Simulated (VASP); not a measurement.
Set up this calculation in VASP 6.6.1, as the native input.

| Property | Result |
| --- | --- |
| Task | single point |
| Functional | PBE |
| Potentials or basis | VASP PAW PBE potentials, release 64 (Ba_sv) |
| Cutoff | 520 eV |
| k mesh | 7 × 7 × 7 |
| Occupations | fermi-dirac, width 0.05 eV |
| Spin | no spin polarisation |
| Further INCAR settings | ALGO = Normal; EDIFF = 1e-07; NBANDS = 11 |

The structure of Ba lies in POSCAR:

```
Ba
1.0
    0.0000000000      3.2326650028      3.2326650028
    3.2326650028      0.0000000000      3.2326650028
    3.2326650028      3.2326650028      0.0000000000
Ba
1
Direct
    0.0000000000      0.0000000000      0.0000000000
```

This isn't the form of Ba at room conditions, which is bcc.

One way to write it, as run:

INCAR

```
SYSTEM = Ba
ALGO = Normal ; EDIFF = 1E-7
ENCUT = 520 ; GGA = PE
ISIF = 2 ; ISMEAR = -1
LASPH = .TRUE. ; LCHARG = .FALSE.
LREAL = .FALSE. ; LWAVE = .FALSE.
NBANDS = 11 ; NELM = 100
PREC = Accurate ; SIGMA = 0.05
```

KPOINTS

```
k-points
0
G
  7 7 7
  0 0 0
```

Potentials or basis: VASP PAW PBE potentials, release 64 (Ba_sv).

Run with:

```sh
$ cat potpaw_PBE.64/Ba_sv/POTCAR > POTCAR
$ mpirun -np 1 vasp_std > vasp.out
```

It gave:

```yaml
Pressure: -0.3 GPa
Band_gap_on_the_k_mesh: none (metal or under the smearing width)
```

Wall time 10 s on 1 thread of Intel(R) Xeon(R) Platinum 8488C (Sapphire Rapids), on a shared host, peak memory 0.19 GiB.
